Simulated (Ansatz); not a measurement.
`CCC(=O)CC` + `CCC=O` → `CCC(=O)CC(=O)CC` + CH₄  (formal exchange of groups at a C–C bond)

Gas-phase electronic energies from Ansatz, PBE0-D4/def2-TZVP geometries. CCSD(T)/CBS is the MP2 limit (def2-TZVPP, def2-QZVPP) plus CCSD(T) − MP2 in def2-TZVPP, frozen cores. This one scheme is used for every species. Functionals use def2-TZVPP. Each species was taken in one conformer, which may not be the lowest.

```tsv
level	ΔE (kJ/mol)
r2SCAN-D4	-48.6
r2SCANh-D4	-46.7
B2PLYP	-37.1
BLYP	-35.0
```

Question: What does CCSD(T)/CBS give? (Estimate.)

Answer: Ansatz gave: -39.1 kJ/mol. The listed levels differ from it by -9.5, -7.6, 2.0, 4.1 kJ/mol.

Largest T1 diagnostic among the species: 0.014.

From r2SCAN to r2SCAN0 (25 % exact exchange), in def2-TZVPP and without D4, ΔE moves by +4.5 kJ/mol. In def2-TZVPP, CCSD(T) changes the Hartree–Fock value by −13.5 kJ/mol (the triples alone add −3.7 kJ/mol) and MP2 by −16.6 kJ/mol. The D4 term adds −8.9 kJ/mol with B3LYP and −5.5 kJ/mol with PBE0; it sums over pairs of atoms, weighted by their polarisabilities, and B3LYP, whose exchange is more repulsive, gets the larger term.

B3LYP here is the variant with VWN-RPA as its local correlation; programs differ in this.

CCSD(T)/CBS has its own doubt, a few kJ/mol and more with outer-core shells, so smaller differences from it don't rank the levels.
